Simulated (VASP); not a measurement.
# CrO₂: collinear and 120-degree orders

CrO₂, sheet, 9 atoms in the cell. LDA, non-collinear orders; PAW potentials O, Cr_pv (LDA set).

## Input

INCAR.step1:
```
PREC = Accurate ; ENCUT = 450
EDIFF = 1E-6 ; NELM = 200
ALGO = Normal ; ISMEAR = 0
SIGMA = 0.05 ; LREAL = False
LASPH = True ; LMAXMIX = 4
LORBIT = 11 ; LWAVE = False
LCHARG = False ; GGA = CA
VOSKOWN = 1 ; LNONCOLLINEAR = True
ISYM = -1 ; GGA_COMPAT = False
NBANDS = 100 ; AMIX = 0.2
BMIX = 1E-4 ; AMIX_MAG = 0.8
BMIX_MAG = 1E-4 ; MAGMOM = 0 0 0 0 0 0 0 0 0 0 0 0 0 0 0 0 0 0 4 0 0 4 0 0 4 0 0
```

INCAR.step2, as INCAR.step1 but for:
```
- MAGMOM = 0 0 0 0 0 0 0 0 0 0 0 0 0 0 0 0 0 0 4 0 0 4 0 0 4 0 0
+ MAGMOM = 0 0 0 0 0 0 0 0 0 0 0 0 0 0 0 0 0 0 4 0 0 4 0 0 -4 0 0
```

INCAR.step3 changes the same tag again: MAGMOM = 0 0 0 0 0 0 0 0 0 0 0 0 0 0 0 0 0 0 4 0 0 -2 3.4641 0 -2 -3.4641 0.

KPOINTS:
```
k-points
0
Gamma
  4 4 1
```

POSCAR:
```
CrO2
1.0
    4.4699039907      2.5807002723      0.0000000000
    0.0000000000      5.1614005446      0.0000000000
    0.0000000000      0.0000000000     17.8465655097
O Cr
6 3
Direct
    0.0000000000      0.0000000000      0.5517344782
    0.3333333333      0.3333333333      0.5517344782
    0.6666666667      0.6666666667      0.5517344782
    0.3333333333      0.0000000000      0.4482655218
    0.6666666666      0.3333333333      0.4482655218
    0.0000000000      0.6666666667      0.4482655218
    0.6666666667      0.0000000000      0.5000000000
    0.0000000000      0.3333333333      0.5000000000
    0.3333333334      0.6666666667      0.5000000000
```

Commands (each step's output is kept before the next begins):
```
cat potpaw_LDA.64/O/POTCAR potpaw_LDA.64/Cr_pv/POTCAR > POTCAR
cp INCAR.step1 INCAR
mpirun -np 8 vasp_ncl > vasp.out
rm WAVECAR CHG
cp INCAR.step2 INCAR
mpirun -np 8 vasp_ncl > vasp.out
rm WAVECAR CHG
cp INCAR.step3 INCAR
mpirun -np 8 vasp_ncl > vasp.out
```

## Result

- Lowest order: parallel

Magnetic orders:

| Order of the moments | Energy (meV per magnetic atom) | Gap (eV) |
|---|---|---|
| parallel | 0.0 | 0.00 |
| 120 degrees | 220.5 | 0.00 |

VASP 6.6.1 took 642 s on 8 cores (AMD EPYC 7R13 (Zen 3)), a shared host.
